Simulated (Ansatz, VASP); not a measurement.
# Two plane-wave programs on Tl

```
Tl
1.0
     3.14337    0.00000    0.00000
     0.00000    3.14337    0.00000
     0.00000    0.00000    3.14337
Tl
1
Direct
  0.00000 0.00000 0.00000
```

Alike in both runs: functional PBEsol; k mesh 18 × 18 × 18; occupations gaussian, width 0.1 eV; no spin polarisation.

Ansatz relaxed the structure, and its values are those at the end. VASP's run is a single point on that final structure, the one shown.

|  | VASP | Ansatz |
| --- | --- | --- |
| version | VASP 6.6.1 | Ansatz 0.2.0 |
| potentials or method | VASP PAW PBE potentials, release 64 (Tl_d) | scalar-relativistic, plane waves, PAW |
| plane-wave cutoff (eV) | 520 | 420 |
| valence electrons in the cell | 13 | 13 |

```tsv
	VASP	Ansatz	Ansatz less VASP
gap on the k mesh at the Fermi level (eV)	none	none	-
pressure (GPa)	0.0	0.0	+0.04
```

A gap of «none» marks a metal or a gap that the smearing closes. The functional is the same, so the differences come from potentials, cutoffs and numerics.

Caveats: the PAW data sets were made with another functional, which shifts forces and pressure a little (VASP). Spin-orbit coupling is left out, which matters for the levels of Tl.
